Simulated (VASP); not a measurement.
Crystal: Bi2Te3 (Tellurobismuthite).

```
Bi Te
1.0
     2.14830    1.24032    9.88591
    -2.14830    1.24032    9.88591
     0.00000   -2.48064    9.88591
Bi Te
2 3
Direct
  0.40012 0.40012 0.40012
  0.59988 0.59988 0.59988
  0.00000 0.00000 0.00000
  0.20925 0.20925 0.20925
  0.79075 0.79075 0.79075
```

The cell isn't the ideal one: a relaxed cell with its volume scaled by 0.94.

| Item | Value |
| --- | --- |
| Program | VASP 6.6.1 |
| Task | relaxation of shape and atoms at fixed volume |
| Functional | PBE |
| Dispersion | D3(BJ) |
| Potentials or basis | VASP PAW PBE potentials, release 64 (Bi_d, Te) |
| Cutoff | 600 eV |
| k mesh | 7 × 7 × 7 |
| Occupations | gaussian, width 0.03 eV |
| Spin | no spin polarisation |

At the start: pressure 3.8 GPa; volume 31.61 Å³/atom.

Problem. Where does the relaxation end?

Solution. Over 7 steps the energy falls by 5.6 meV/atom; space group R-3m (No. 166, to 0.05 Å).

The path:
| step | energy change (eV) | largest force (eV/Å) | pressure (GPa) |
| --- | --- | --- | --- |
| 1 | 0.0000 | 0.4224 | 3.77 |
| 2 | -0.0145 | 0.2270 | 3.44 |
| 3 | -0.0181 | 0.1740 | 3.18 |
| 4 | -0.0218 | 0.1327 | 3.12 |
| 5 | -0.0274 | 0.0145 | 2.94 |
| 6 | -0.0275 | 0.0091 | 2.92 |
| 7 | -0.0279 | 0.0029 | 2.92 |

Final structure:
```
Bi Te
1.0
     2.14967    1.24111    9.87332
    -2.14967    1.24111    9.87332
     0.00000   -2.48222    9.87332
Bi Te
2 3
Direct
  0.40092 0.40092 0.40092
  0.59908 0.59908 0.59908
  0.00000 0.00000 0.00000
  0.20672 0.20672 0.20672
  0.79328 0.79328 0.79328
```
